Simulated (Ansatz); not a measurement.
Runs of Ansatz 0.2.0 on TiO2. It takes space group P4_2/mnm (No. 136, tetragonal). The conventional cell has a = 4.600 Å, b = 4.600 Å, c = 2.959 Å, α = 90.00°, β = 90.00°, γ = 90.00°. Ti (site symmetry mmm) is surrounded by 6 O at 1.95 to 1.98 Å. O (site symmetry m2m) has 3 Ti at 1.95 to 1.98 Å as nearest neighbours. The cell is a database's computed one.

```csv
level,gap on the mesh (eV),pressure (GPa),relaxed volume (Å³/atom)
PBE+D3(BJ),1.87,0.0,10.45
PBE,(a),0.0,10.65
PBE+D4,1.87,0.0,10.45
PBE+D3(BJ)-ATM,1.87,0.0,10.48
```

Alike in all rows: task relaxation of cell and atoms; potentials or basis Ansatz PAW; no spin polarisation; cell relaxed; k mesh 6 × 6 × 9; cutoff (eV) 420; smearing fermi-dirac 0.05 eV.

Q: Estimate the missing entries.

A: (a) 1.86.

Caveats: odd divisions of the mesh miss points on the zone boundary, where band edges often lie, so the gap on the mesh can be too wide; the plane-wave basis is chosen anew once the cell has moved, so the energies of steps on either side of that aren't comparable.

A k mesh can miss the band edges.
